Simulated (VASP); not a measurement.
# InP (F-43m) in VASP: a series of runs

Runs on InP. Level: PBEsol. Tasks: single point.

Program: VASP 6.6.1. These are calculated values, not measurements. Logs are shortened: lines on timing, memory, paths and dates and some standing lists are left out, and cuts for length are marked.

**What was measured.**

From a printed reference work, data compilation, for a bulk crystal of InP at 1.6 K: band gap 1.4236 eV (direct).

The results are compared with them further down.

## (1) The cell of the first run

It takes space group F-43m (No. 216, cubic). The conventional cell has a = 5.869 Å, b = 5.869 Å, c = 5.869 Å, α = 90.00°, β = 90.00°, γ = 90.00°. Within 3.4 Å of In (site symmetry -43m) lie 4 P at 2.54 Å. P (site symmetry -43m) has 4 In at 2.54 Å within 3.4 Å.

## (2) Single point, PBEsol

The input, INCAR:

```
SYSTEM = InP
PREC = Accurate
ENCUT = 520
EDIFF = 1E-6
ISMEAR = 0
SIGMA = 0.05
LREAL = .False.
LASPH = .True.
NELM = 60
ALGO = Normal
ISIF = 2
LWAVE = .False.
LCHARG = .False.
GGA = PS
NBANDS = 16
```

The input, KPOINTS:

```
Automatic mesh
0
Gamma
  14 14 14
  0 0 0
```

The input, POSCAR:

```
InP
1.0
    0.0000000000      2.9344727061      2.9344727061
    2.9344727061      0.0000000000      2.9344727061
    2.9344727061      2.9344727061      0.0000000000
In P
1 1
Direct
    0.0000000000      0.0000000000      0.0000000000
    0.2500000000      0.2500000000      0.2500000000
```

Potentials or basis: VASP PAW PBE potentials, release 64 (In_d, P).

Launch:

```console
$ cat potpaw_PBE.64/In_d/POTCAR potpaw_PBE.64/P/POTCAR > POTCAR
$ mpirun -np 1 vasp_std > vasp.out
```

OUTCAR:

```text
SYSTEM = InP
   PREC = Accurate
   ENCUT = 520
   EDIFF = 1E-6
   ISMEAR = 0
   LREAL = .False.
   LASPH = .True.
   NELM = 60
   ISIF = 2
   GGA = PS

 ion  position               nearest neighbor table
   1  0.000  0.000  0.000-   2 2.54   2 2.54   2 2.54   2 2.54
   2  0.250  0.250  0.250-   1 2.54   1 2.54   1 2.54   1 2.54

  LATTYP: Found a face centered cubic cell.
 ALAT       =     5.8689454122

  Lattice vectors:

 A1 = (   0.0000000000,   2.9344727061,   2.9344727061)
 A2 = (   2.9344727061,   0.0000000000,   2.9344727061)
 A3 = (   2.9344727061,   2.9344727061,   0.0000000000)

Analysis of symmetry for initial positions (statically):
=====================================================================
 Subroutine PRICEL returns:
 Original cell was already a primitive cell.

 Routine SETGRP: Setting up the symmetry group for a
 face centered cubic supercell.

 Subroutine GETGRP returns: Found 24 space group operations
 (whereof 24 operations were pure point group operations)
 out of a pool of 48 trial point group operations.

The static configuration has the point symmetry T_d .

Analysis of symmetry for dynamics (positions and initial velocities):
=====================================================================
 Subroutine PRICEL returns:
 Original cell was already a primitive cell.

 Routine SETGRP: Setting up the symmetry group for a
 face centered cubic supercell.

 Subroutine GETGRP returns: Found 24 space group operations
 (whereof 24 operations were pure point group operations)
 out of a pool of 48 trial point group operations.

The dynamic configuration has the point symmetry T_d .

 Subroutine INISYM returns: Found 24 space group operations
 (whereof 24 operations are pure point group operations),
 and found     1 'primitive' translations

----------------------------------------------------------------------------------------

                                     Primitive cell

  volume of cell :      50.5383

  direct lattice vectors                    reciprocal lattice vectors
     0.000000000  2.934472706  2.934472706    -0.170388363  0.170388363  0.170388363
     2.934472706  0.000000000  2.934472706     0.170388363 -0.170388363  0.170388363
     2.934472706  2.934472706  0.000000000     0.170388363  0.170388363 -0.170388363

  length of vectors
     4.149971099  4.149971099  4.149971099     0.295121301  0.295121301  0.295121301

  position of ions in fractional coordinates (direct lattice)
     0.000000000  0.000000000  0.000000000
     0.250000000  0.250000000  0.250000000

  ion indices of the primitive-cell ions
   primitive index   ion index
                 1           1
                 2           2

----------------------------------------------------------------------------------------

 KPOINTS: Automatic mesh

Automatic generation of k-mesh.
 Grid dimensions read from file:
 generate k-points for:   14   14   14

 Generating k-lattice:

  Cartesian coordinates                     Fractional coordinates (reciprocal lattice)
    -0.012170597  0.012170597  0.012170597     0.071428571  0.000000000  0.000000000
     0.012170597 -0.012170597  0.012170597     0.000000000  0.071428571  0.000000000
     0.012170597  0.012170597 -0.012170597     0.000000000  0.000000000  0.071428571

  Length of vectors
     0.021080093  0.021080093  0.021080093

  Shift w.r.t. Gamma in fractional coordinates (k-lattice)
     0.000000000  0.000000000  0.000000000

 Subroutine IBZKPT returns following result:
 ===========================================

 Found    104 irreducible k-points:

 Following reciprocal coordinates:
            Coordinates               Weight
  0.000000  0.000000  0.000000      1.000000
  0.071429  0.000000  0.000000      8.000000
  0.142857  0.000000  0.000000      8.000000
  0.214286  0.000000  0.000000      8.000000
  0.285714  0.000000  0.000000      8.000000
  0.357143  0.000000  0.000000      8.000000
[... 16 lines left out ...]
  0.214286  0.142857  0.000000     24.000000
  0.285714  0.142857  0.000000     24.000000
 [... further k-points ...]
   k-points           NKPTS =    104   k-points in BZ     NKDIM =    104   number of bands    NBANDS=     16
   number of dos      NEDOS =    301   number of ions     NIONS =      2
   total plane-waves  NPLWV =  32768
   dimension x,y,z NGX =    32 NGY =   32 NGZ =   32
   dimension x,y,z NGXF=    64 NGYF=   64 NGZF=   64
   ions per type =               1   1
   NGX,Y,Z   is equivalent  to a cutoff of  12.82, 12.82, 12.82 a.u.
   NGXF,Y,Z  is equivalent  to a cutoff of  25.64, 25.64, 25.64 a.u.
 SYSTEM =  InP
   PREC   = accura    normal or accurate (medium, high low for compatibility)
   ISTART =      0    job   : 0-new  1-cont  2-samecut
   ICHARG =      2    charge: 1-file 2-atom 10-const
   ISPIN  =      1    spin polarized calculation?
   LNONCOLLINEAR =      F non collinear calculations
   LSORBIT =      F    spin-orbit coupling
   LASPH  =      T    aspherical Exc in radial PAW
   ENCUT  =  520.0 eV  38.22 Ry    6.18 a.u.   7.72  7.72  7.72*2*pi/ulx,y,z
   NELM   =     60;   NELMIN=  2; NELMDL= -5     # of ELM steps
   EDIFF  = 0.1E-05   stopping-criterion for ELM
   LREAL  =      F    real-space projection
   EDIFFG = 0.1E-04   stopping-criterion for IOM
   NSW    =      0    number of steps for IOM
   IBRION =     -1    ionic relax: 0-MD 1-quasi-New 2-CG
   NFREE  =      0    steps in history (QN), initial steepest desc. (CG)
   ISIF   =      2    stress and relaxation
   ISYM   =      2    0-nonsym 1-usesym 2-fastsym
   POTIM  = 0.5000    time-step for ionic-motion
   TEBEG  =    0.0;   TEEND  =   0.0 temperature during run
   PSTRESS=    0.0 pullay stress
   NELECT =      18.0000    total number of electrons
   NUPDOWN=      -1.0000    fix difference up-down
   EMIN   =  10.00;   EMAX   =-10.00  energy-range for DOS
   EFERMI =   0.00;   METHOD = LEGACY
   ISMEAR =     0;   SIGMA  =   0.05  broadening in eV -4-tet -1-fermi 0-gaus
   EFERMI_NEDOS =   21; number of points for ismear=-14 and -15
   IALGO  =     38    algorithm
   IMIX   =      4    mixing-type and parameters
     AMIX     =   0.40;   BMIX     =  1.00
     AMIX_MAG =   1.60;   BMIX_MAG =  1.00
  volume/ion in A,a.u.               =      25.27       170.52
  Fermi-wavevector in a.u.,A,eV,Ry     =   1.160448  2.192928 18.322136  1.346639
  Thomas-Fermi vector in A             =   2.297030
   LORBIT       =      0    0 simple, 1 ext, 2 COOP (PROOUT), +10 PAW based schemes
   GGA     = PS    functional components
   LHFCALC =     F    Hartree Fock is set to
   AEXX    =    0.0000 exact exchange contribution
   IVDW    =     0    specifies the selected vdW correction
   LEPSILON=     F    determine dielectric tensor
   LRPA    =     F    only Hartree local field effects (RPA)
 non-spin polarized calculation
 Gauss-broadening in eV      SIGMA  =   0.05
  energy-cutoff  :      520.00
  volume of cell :       50.54
 maximum number of plane-waves:      1381
   NGX = 15   NGY = 15   NGZ = 15

 number of electron      18.0000006 magnetization

 Free energy of the ion-electron system (eV)
  ---------------------------------------------------
  ext. energy  EPLUGINS =         0.00000000
  ---------------------------------------------------
  free energy    TOTEN  =        -9.15694901 eV

  energy without entropy =       -9.15694901  energy(sigma->0) =       -9.15694901

 E-fermi :   5.3040     XC(G=0):  -9.4618

 val. band max:        5.0456462243   @ k =   0.0000   0.0000   0.0000
 cond. band min:       5.6392705166   @ k =   0.0000   0.0000   0.0000
 fundamental gap:      0.5936242923
 Fermi energy:         5.3040158265

 k-point     1 :       0.0000    0.0000    0.0000
  band No.  band energies     occupation
      1      -9.0935      2.00000
      2      -9.0935      2.00000
      3      -9.0935      2.00000
      4      -8.9407      2.00000
      5      -8.9407      2.00000
      6      -6.4742      2.00000
[... 8 lines left out ...]
     15      14.4700      0.00000
     16      14.4700      0.00000

 k-point     2 :       0.0714    0.0000    0.0000
  band No.  band energies     occupation
      1      -9.1000      2.00000
      2      -9.0909      2.00000
      3      -9.0909      2.00000
      4      -8.9408      2.00000
      5      -8.9408      2.00000
      6      -6.4151      2.00000
[... 8 lines left out ...]
     15      14.1477      0.00000
     16      14.1477      0.00000

 k-point     3 :       0.1429    0.0000    0.0000
  band No.  band energies     occupation
      1      -9.1180      2.00000
      2      -9.0839      2.00000
      3      -9.0839      2.00000
      4      -8.9406      2.00000
      5      -8.9406      2.00000
      6      -6.2415      2.00000
[... 8 lines left out ...]
     15      13.7016      0.00000
     16      14.2851      0.00000

 k-point     4 :       0.2143    0.0000    0.0000
  band No.  band energies     occupation
      1      -9.1430      2.00000
      2      -9.0747      2.00000
      3      -9.0747      2.00000
      4      -8.9394      2.00000
      5      -8.9394      2.00000
      6      -5.9649      2.00000
[... 8 lines left out ...]
     15      13.5141      0.00000
     16      14.1521      0.00000

 k-point     5 :       0.2857    0.0000    0.0000
  band No.  band energies     occupation
      1      -9.1695      2.00000
      2      -9.0658      2.00000
      3      -9.0658      2.00000
      4      -8.9366      2.00000
      5      -8.9366      2.00000
      6      -5.6084      2.00000
[... 8 lines left out ...]
     15      13.7226      0.00000
     16      13.8326      0.00000

 k-point     6 :       0.3571    0.0000    0.0000
  band No.  band energies     occupation
      1      -9.1926      2.00000
      2      -9.0593      2.00000
      3      -9.0593      2.00000
      4      -8.9325      2.00000
      5      -8.9325      2.00000
      6      -5.2168      2.00000
[... 8 lines left out ...]
     15      14.3116      0.00000
     16      14.3116      0.00000

 k-point     7 :       0.4286    0.0000    0.0000
  band No.  band energies     occupation
      1      -9.2081      2.00000
      2      -9.0556      2.00000
      3      -9.0556      2.00000
      4      -8.9288      2.00000
      5      -8.9288      2.00000
      6      -4.8793      2.00000
[... 8 lines left out ...]
     15      15.1175      0.00000
     16      15.1175      0.00000

 k-point     8 :       0.5000    0.0000    0.0000
  band No.  band energies     occupation
      1      -9.2136      2.00000
      2      -9.0545      2.00000
      3      -9.0545      2.00000
      4      -8.9273      2.00000
      5      -8.9273      2.00000
      6      -4.7375      2.00000
[... 8 lines left out ...]
     15      15.6469      0.00000
     16      15.6469      0.00000

 k-point     9 :       0.0714    0.0714    0.0000
  band No.  band energies     occupation
      1      -9.1050      2.00000
      2      -9.0885      2.00000
      3      -9.0885      2.00000
      4      -8.9427      2.00000
      5      -8.9390      2.00000
      6      -6.3955      2.00000
[... 8 lines left out ...]
     15      13.8506      0.00000
     16      14.5170      0.00000
[... 172 lines left out ...]
 k-point    19 :      -0.2143    0.0714    0.0000
  band No.  band energies     occupation
      1      -9.1564      2.00000
      2      -9.0712      2.00000
      3      -9.0667      2.00000
      4      -8.9431      2.00000
      5      -8.9350      2.00000
      6      -5.8057      2.00000
[... 8 lines left out ...]
     15      13.8730      0.00000
     16      14.6207      0.00000

 k-point    20 :      -0.1429    0.0714    0.0000
  band No.  band energies     occupation
      1      -9.1318      2.00000
      2      -9.0807      2.00000
      3      -9.0755      2.00000
      4      -8.9437      2.00000
      5      -8.9373      2.00000
      6      -6.1099      2.00000
[... 8 lines left out ...]
     15      13.8023      0.00000
     16      14.7421      0.00000

 k-point    21 :      -0.0714    0.0714    0.0000
  band No.  band energies     occupation
      1      -9.1115      2.00000
      2      -9.0880      2.00000
      3      -9.0844      2.00000
      4      -8.9426      2.00000
      5      -8.9391      2.00000
      6      -6.3179      2.00000
[... 8 lines left out ...]
     15      14.0174      0.00000
     16      14.1999      0.00000

 k-point    22 :       0.1429    0.1429    0.0000
  band No.  band energies     occupation
      1      -9.1355      2.00000
      2      -9.0744      2.00000
      3      -9.0744      2.00000
      4      -8.9488      2.00000
      5      -8.9341      2.00000
      6      -6.1649      2.00000
[... 8 lines left out ...]
     15      14.6553      0.00000
     16      14.9102      0.00000

 k-point    23 :       0.2143    0.1429    0.0000
  band No.  band energies     occupation
      1      -9.1555      2.00000
      2      -9.0659      2.00000
      3      -9.0646      2.00000
      4      -8.9523      2.00000
      5      -8.9310      2.00000
      6      -5.9613      2.00000
[... 8 lines left out ...]
     15      14.6076      0.00000
     16      15.5063      0.00000

 k-point    24 :       0.2857    0.1429    0.0000
  band No.  band energies     occupation
      1      -9.1766      2.00000
      2      -9.0586      2.00000
      3      -9.0546      2.00000
      4      -8.9536      2.00000
      5      -8.9279      2.00000
      6      -5.6636      2.00000
[... 8 lines left out ...]
     15      14.6464      0.00000
     16      15.4186      0.00000

 [... further k-points ...]
[... 5 lines left out ...]
  --------------------------------------------------------------------------------------
  -------------------------------------------------------------------------------------
  Total        0.0987876      0.0987876      0.0987876      0.0000000      0.0000000      0.0000000
  in kB        3.1317897      3.1317897      3.1317897      0.0000000      0.0000000      0.0000000
  external PRESSURE =       3.1317897 kB  Pullay stress =       0.0000000 kB

 VOLUME and BASIS-vectors are now :
 -----------------------------------------------------------------------------
  energy-cutoff  :      520.00
  volume of cell :       50.54
      direct lattice vectors                 reciprocal lattice vectors
     0.000000000  2.934472706  2.934472706    -0.170388363  0.170388363  0.170388363
     2.934472706  0.000000000  2.934472706     0.170388363 -0.170388363  0.170388363
     2.934472706  2.934472706  0.000000000     0.170388363  0.170388363 -0.170388363

 POSITION                                       TOTAL-FORCE (eV/Angst)
 -----------------------------------------------------------------------------------
      0.00000      0.00000      0.00000         0.000000      0.000000      0.000000
      1.46724      1.46724      1.46724        -0.000000     -0.000000     -0.000000
 -----------------------------------------------------------------------------------
    total drift:                               -0.000000     -0.000000      0.000000

  FREE ENERGIE OF THE ION-ELECTRON SYSTEM (eV)
  ---------------------------------------------------
  free  energy   TOTEN  =        -9.1569490089 eV

  energy  without entropy=       -9.1569490089  energy(sigma->0) =       -9.15694901
```

Run time: 50 s. Hardware: 1 thread of Intel Xeon 6975P-C, shared host; peak memory 0.23 GiB.

Results:

```yaml
Free_energy: -9.1569 eV
Pressure: 0.3 GPa
Band_gap_on_the_k_mesh: 0.59 eV, direct
```

Caveat: the PAW data sets were made with another functional, which shifts forces and pressure a little; spin-orbit coupling is left out, which moves the levels of the heavy elements.

## (3) Single point, PBEsol

This run uses another cell than the first one, of 25.39 Å³/atom, 1.005 times its volume.

The input, INCAR:

```
PREC = Accurate ; ENCUT = 520
EDIFF = 1E-6 ; ISMEAR = 0
SIGMA = 0.05 ; LREAL = F
LASPH = T ; NELM = 80
ALGO = Normal ; ISIF = 2
LWAVE = F ; LCHARG = F
GGA = PS ; NBANDS = 16
```

The input, KPOINTS:

```
regular mesh
0
Gamma
  14 14 14
```

The input, POSCAR:

```
InP
1.0
    0.0000000000      2.9392657837      2.9392657837
    2.9392657837      0.0000000000      2.9392657837
    2.9392657837      2.9392657837      0.0000000000
In P
1 1
Direct
    0.0000000000      0.0000000000      0.0000000000
    0.2500000000      0.2500000000      0.2500000000
```

Potentials or basis: VASP PAW PBE potentials, release 64 (In_d, P).

Launch:

```console
$ cat potpaw_PBE.64/In_d/POTCAR potpaw_PBE.64/P/POTCAR > POTCAR
$ mpirun -np 1 vasp_std > vasp.out
```

Run time: 57 s. Hardware: 1 thread of Intel Xeon 6975P-C, shared host; peak memory 0.23 GiB.

The run converged. Its results:

```yaml
Free_energy: -9.1573 eV
Pressure: 0.0 GPa
Band_gap_on_the_k_mesh: 0.57 eV, direct
```

Levels at points of the mesh, in eV from the valence-band top:
```
           k point  band 7  band 8  band 9  band 10  band 11  band 12
(0.00, 0.00, 0.00)    0.00    0.00    0.00     0.57     4.02     4.02
(0.50, 0.00, 0.00)   -5.75   -0.97   -0.97     1.38     4.74     4.74
(0.50, 0.50, 0.00)   -5.78   -2.32   -2.32     1.65     2.17     9.04
```

Caveat: the PAW data sets were made with another functional, which shifts forces and pressure a little; spin-orbit coupling is left out, which moves the levels of the heavy elements.

[end of part 1 of 2]
